A scanning tunnelling microscope's electron has to cross a vacuum barrier, and the obvious guess for its height is the work function, here about 4.5 eV. With that barrier one could turn the contrast between bright and dark sites into the height the tip travels. For this Si2Ni surface the guess gives too large a corrugation at seven of the eight biases, by up to 18% of the computed value. A simpler rule does better: one ångström for every factor of ten in contrast.

Tersoff-Hamann STM of a clean 12-atom Si2Ni(111) slab, computed with Ansatz 0.2.0 using PBE without spin polarization, plane waves and PAW (cutoff 420 eV, 15 × 15 × 1 k mesh, Gaussian smearing 0.1 eV). Sample bias is measured from the Fermi level. Contrast and barrier are taken 4 Å above the topmost nucleus, and corrugation at that plane's mean density.

```
bias (V)  bright over dark  corrugation (Å)  brightest over  apparent barrier at 4 angstrom (eV)
  -2.000             2.202            0.309              Si                                6.619
  -1.000             1.994            0.278              Si                                5.770
  -0.500             6.763            0.753              Si                                7.207
  -0.250             5.930            0.705              Si                                7.011
   0.250             4.937            0.662              Si                                6.406
   0.500             5.062            0.688              Si                                6.295
   1.000             3.047            0.504              Si                                5.293
   1.500             2.020            0.342              Si                                4.213
```

"Bright over dark" is the ratio of the electron densities above the brightest and darkest sites, both taken 4 Å above the top atom. "Corrugation" is the height difference along a surface of constant density, which a tip held at constant current would follow. "Apparent barrier" expresses how fast the density dies away at that height. Each bias collects all states between the Fermi level and that energy, filled ones at negative bias and empty ones at positive bias.

The two kinds of image are linked by the decay into vacuum. Over a bright site the tip must retreat until the density has dropped to the set value, and over a dark site it must approach. The faster the density decays, the less the tip has to move for a given contrast. If the density falls as exp(−2κz) with height z, a contrast R becomes a height difference

Δz = ln R / (2κ), with κ = √(2mφ)/ħ

where m is the electron mass, φ the barrier and ħ the reduced Planck constant. For a barrier of 5.05 eV, a factor of ten in density takes exactly 1 Å. The formula can therefore be written for use by hand as

Δz ≈ √(5.05 eV/φ) · log₁₀ R, in Å

and the plain rule simply sets the square root to one.

Take the row at −0.5 V, which has the strongest contrast, 6.76. Its decimal logarithm is 0.83, so the plain rule gives 0.83 Å. The computed corrugation is 0.753 Å, and the estimate is 10% too high.

The apparent barrier of this row is 7.2 eV, well above 5 eV, so the density decays faster than the plain rule assumes. The square root is then 0.84 and the estimate drops to about 0.69 Å. That is 8% too low, so the correction has the right direction but goes too far.

At +1.5 V the contrast is only 2.02 and the plain rule gives 0.31 Å, 11% below the computed 0.342 Å. Here the barrier is low, 4.2 eV, and the tip must travel further for the same change in density. Including it raises the estimate to 0.33 Å, within about 2%.

Why does the barrier stray so far from the work function? Part of the answer is energy: empty states lie closer to the vacuum level, and filled ones lie deeper. The rest is probably motion along the surface. A state with large in-plane momentum has less energy left for motion outwards and decays faster. Near the edge of the surface Brillouin zone, such a state can also contain several waves that decay at nearly the same rate. Their interference can then keep a strong bright and dark pattern far into the vacuum.

The step from −0.5 to −1 V fits this picture. Deeper states should raise the barrier, yet it falls from 7.2 to 5.8 eV, and the contrast drops to 2.0. States of small in-plane momentum, entering with the wider window, would explain both changes. No momentum-resolved result is available to confirm it. For a similar surface, the picture suggests that a decay that is slow for the energy of the states points to weak contrast. The barrier alone is not a safe sign: at −2 V it rises to 6.6 eV, yet the contrast is only 2.2.

Over the whole table the plain rule stays within 11% of the computed corrugation. No constant was adjusted to these rows, so the two worked ones are tests like the other six. Using each row's barrier reduces the typical error only from about 8% to 6%, and it makes three rows worse. What remains is mostly an underestimate, largest where the contrast is strong. A likely reason is that the density over dark sites decays more slowly than the average, so the tip must descend further than a single decay length allows.

In practice, take the contrast at the height where the tip will work and read its decimal logarithm as ångströms. If a measured current–distance curve shows a barrier far from 5 eV, the square root gives a second estimate. It is not always the better one: at +0.25 and +0.5 V the barrier is above 6 eV, yet the correction increases the error. The rule is tested here for contrasts between about 2 and 7, on one surface and at one height. It converts a known contrast and cannot supply one from the bias.

The agreement also concerns only the conversion, because contrast, barrier and corrugation all come from the same computed density. A real image may differ through the shape of the tip or a reconstruction of the surface, neither of which is included. The slab is also thin and the states near the Fermi level are sparsely sampled, so small differences between neighbouring biases should not be interpreted. The absolute barriers are less certain still, since the PBE potential lacks the correct long-range tail in vacuum. The output below compares the plain rule, the barrier-corrected rule and the work-function estimate for every row.

Output of the analysis:

```
Estimates of the corrugation:
    row  plain rule (angstrom)  its error (%)  angstrom per factor of ten from barrier  refined rule (angstrom)  its error (%)
   -2.0                 0.3428          10.94                                   0.8735                   0.2994         -3.093
   -1.0                 0.2997          7.815                                   0.9355                   0.2804         0.8643
   -0.5                 0.8301          10.24                                   0.8371                   0.6949         -7.716
  -0.25                 0.7731          9.653                                   0.8487                   0.6561         -6.937
   0.25                 0.6935          4.753                                   0.8879                   0.6157         -6.992
    0.5                 0.7043          2.372                                   0.8957                   0.6308         -8.308
    1.0                 0.4839         -3.994                                   0.9768                   0.4726         -6.223
    1.5                 0.3054         -10.72                                    1.095                   0.3343         -2.248
Decay and barrier:
    row  computed angstrom per factor of ten  error with work function alone (%)  barrier beyond work function and mid-window energy (eV)
   -2.0                               0.9014                                17.6                                                    1.125
   -1.0                               0.9275                               14.29                                                   0.7756
   -0.5                               0.9071                               16.86                                                    2.463
  -0.25                                0.912                               16.23                                                    2.392
   0.25                               0.9546                               11.04                                                    2.037
    0.5                               0.9768                               8.516                                                    2.051
    1.0                                1.042                               1.768                                                    1.299
    1.5                                 1.12                              -5.358                                                   0.4686
rms error of the plain rule (%): 8.2
rms error of the refined rule (%): 5.912
rms error with the work function alone (%): 12.69
largest error of the plain rule (%): 10.94
largest error of the refined rule (%): 8.308
largest error with the work function alone (%): 17.6
barrier for exactly one angstrom per factor of ten (eV): 5.05
angstrom per factor of ten for the work function: 1.06
height added by a doubling of contrast in the plain rule (angstrom): 0.301
free-electron in-plane energy at the zone-edge midpoint (eV): 3.445
free-electron in-plane energy at the zone corner (eV): 4.593
rank correlation of extra barrier and corrugation: 0.9286
```
